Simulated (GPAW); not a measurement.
# Screening of a field by Hf2C(OH)2 MXene monolayer, part 2 of 2

How does Hf2C(OH)2 MXene monolayer screen a perpendicular field?

GPAW 26.7.0; GPAW, PAW setups; layer in a repeated cell with vacuum, relaxation of atoms and in-plane cell (the session's first sound run).

So far, dipole along the normal (e·Å): step 2 (relaxing the atoms) 6.0e-4; step 3 (plane waves, PBE) -8.6e-4; step 4 (field on) -0.129; step 5 (In a field) -0.0645.

### Step 8. In a field (continued)

Table of electrostatic potential energy of an electron (without an applied field's), less the Fermi level, planar mean by z:

```csv
z (Å),"electrostatic potential energy of an electron (without an applied field's), less the Fermi level, planar mean (eV)"
0.0,2.39
0.5,3.02
1.0,3.02
1.5,3.02
2.0,3.02
2.5,3.01
3.0,3.00
3.5,2.97
4.0,2.92
4.5,2.82
5.0,2.64
5.5,2.35
6.0,1.85
6.5,0.892
7.0,-0.939
7.5,-1.19
8.0,-9.96
8.5,-6.67
9.0,-17.4
9.5,-20.9
10.0,-9.55
10.5,-11.6
11.0,-8.70
11.5,-18.5
12.0,-20.5
12.5,-8.57
13.0,-9.65
13.5,-3.51
14.0,-1.39
14.5,-0.352
15.0,0.717
15.5,1.20
16.0,1.46
16.5,1.60
17.0,1.68
17.5,1.72
18.0,1.74
18.5,1.75
19.0,1.75
19.5,1.75
20.0,1.75
20.5,1.76
21.0,2.17
```

The dipole is now 0.0645 e Å, against -8.6e-4 in the run without a field.

### Step 9. Field on

Contents of run.py:

```python
import json
import numpy as np
from ase import Atoms
from gpaw import GPAW, PW
from gpaw.external import ConstantElectricField

slab = Atoms(
    ['H', 'O', 'Hf', 'C', 'Hf', 'O', 'H'],
    positions=[
        [0.00000, 1.88132, 7.00000],
        [0.00000, 1.88132, 7.97891],
        [1.62927, 0.94066, 9.33394],
        [0.00000, 0.00000, 10.56007],
        [-0.00000, 1.88132, 11.78622],
        [1.62927, 0.94066, 13.14125],
        [1.62927, 0.94066, 14.12016]],
    cell=[[3.25853, -0.0, 0.0], [-1.62927, 2.82198, 0.0], [0.0, 0.0, 21.1202]],
    pbc=[True, True, False])

slab.calc = GPAW(mode=PW(500), xc='PBE', kpts={'size': (12, 12, 1), 'gamma': True},
                 occupations={'name': 'fermi-dirac', 'width': 0.05}, nbands='160%',
                 convergence={'density': 1e-05}, maxiter=200,
                 poissonsolver={'dipolelayer': 'xy'},
                 external=ConstantElectricField(0.2, [0, 0, 1]),
                 symmetry={'tolerance': 1e-3}, txt='slab.txt')
result = {}
energy = slab.get_potential_energy()
fermi = slab.calc.get_fermi_level()
v = slab.calc.get_electrostatic_potential().mean((0, 1)) - fermi
n = slab.calc.get_pseudo_density().mean((0, 1))
L = slab.cell[2, 2]
z = np.arange(len(v)) * L / len(v)
low, high = slab.positions[:, 2].min(), slab.positions[:, 2].max()
below, above = np.interp([low - 4.8, high + 4.8], z, v)
slopes = [np.interp(x, z, np.gradient(v, z)) for x in (low - 4.8, high + 4.8)]
eps = np.array([[slab.calc.get_eigenvalues(k, s) for k in range(len(slab.calc.get_ibz_k_points()))]
                for s in range(slab.calc.get_number_of_spins())]) - fermi
top, bottom = eps[eps < 0].max(), eps[eps > 0].min()
dipole = slab.get_dipole_moment()[2]
print(f'energy {energy:.4f} eV, Fermi level {fermi:.4f} eV, dipole {dipole:.5f} e A')
print(f'potential 4.8 A off the faces, from the Fermi level: lower {below:.4f} eV, upper {above:.4f} eV')
print(f'slope of the potential there: lower {slopes[0]:.5f}, upper {slopes[1]:.5f} eV/A')
print(f'nearest levels on the mesh: {top:.4f} and {bottom:.4f} eV')
print('magnetic moment', round(slab.get_magnetic_moment(), 3))
result.update(energy=energy, fermi=fermi, dipole=dipole, below=below, above=above, slopes=slopes, edges=[top, bottom],
              z=z.tolist(), v=v.tolist(), n=n.tolist(), positions=slab.positions.tolist(),
              forces=slab.get_forces(apply_constraint=False).tolist(), moments=slab.get_magnetic_moments().tolist())
json.dump(result, open('result.json', 'w'))
```

The run is started by

```console
> OMP_NUM_THREADS=1 OPENBLAS_NUM_THREADS=1 python run.py
```

It took 4.2 min on 1 thread of Intel Xeon Platinum 8375C at 2.90GHz (Ice Lake), shared host; peak memory 0.6 GiB.

The dipole is now 0.129 e Å, against -8.6e-4 in the run without a field.

### Step 10. Field on

run.py: that of step 9 with these lines changed.

```diff
@@ -23,3 +23,3 @@
                  poissonsolver={'dipolelayer': 'xy'},
-                 external=ConstantElectricField(0.2, [0, 0, 1]),
+                 external=ConstantElectricField(0.3, [0, 0, 1]),
                  symmetry={'tolerance': 1e-3}, txt='slab.txt')
```

Wall time 4.2 min (1 thread); peak memory 0.6 GiB.

The dipole is now 0.195 e Å, against -8.6e-4 in the run without a field.

### Step 11. The series

The members are put on one axis.

This step: induced dipole against applied field (GPAW 26.7.0).

Table of dipole along the normal by field:

```csv
field (V/Å),dipole along the normal (e·Å)
-0.200,-0.129
-0.100,-0.0645
-0.050,-0.0322
0.000,-8.6e-4
0.050,0.0322
0.100,0.0645
0.200,0.129
0.300,0.195
```

### Step 12. A changed run

One more run, with changed settings.

This step: GPAW, PAW setups; slab in vacuum (GPAW 26.7.0).

run.py: that of step 10 with these lines changed.

```diff
@@ -4,3 +4,2 @@
 from gpaw import GPAW, PW
-from gpaw.external import ConstantElectricField
 
@@ -17,3 +16,3 @@
     cell=[[3.25853, -0.0, 0.0], [-1.62927, 2.82198, 0.0], [0.0, 0.0, 21.1202]],
-    pbc=[True, True, False])
+    pbc=[True, True, True])
 
@@ -21,5 +20,4 @@
                  occupations={'name': 'fermi-dirac', 'width': 0.05}, nbands='160%',
-                 convergence={'density': 1e-05}, maxiter=200,
+                 convergence={'density': 1e-05}, maxiter=100,
                  poissonsolver={'dipolelayer': 'xy'},
-                 external=ConstantElectricField(0.3, [0, 0, 1]),
                  symmetry={'tolerance': 1e-3}, txt='slab.txt')
```

It took 1.1 s on 1 thread; peak memory 0.15 GiB.

The program refused the input before any cycle.

The fault put into the input: a dipole layer in a cell that repeats along the normal (pbc_z = true).

### Step 13. What came out

| Quantity | Value |
| --- | --- |
| work function, upper and lower face | 2.383 and 2.369 eV |
| dipole along the normal | -8.6e-4 e Å, near the numerical noise |
| induced dipole per field | 0.648 e Å per V/Å |
| out-of-plane polarisability per area, α/(ε0 A) | 12.7 Å |

The field induces 0.648 e Å per V/Å, a polarisable thickness α/(ε0 A) of 12.7 Å beside 7.12 Å between the outermost nuclei. A perfect conductor would give the distance between its two image planes; a dielectric of thickness t gives t(1 - 1/ε). The induced dipole is linear in the field over this range. The small printed dipole stands for a step of 17 meV from the lower to the upper face, and the probes find 13 meV; values this small are near the numerical noise of both. The layer's cell and atoms come from the relaxation; spin-orbit coupling and temperature are left out.

[Logs are printed without paths, hosts, clocks, repeated set-up lines and the standing remarks that a program may print on its own settings, such as how far it seeks lower states.]

[Hosts, paths, dates, database ids (printed as entryN), source tags and the programs' standing remarks are cut or masked in the printed files.]
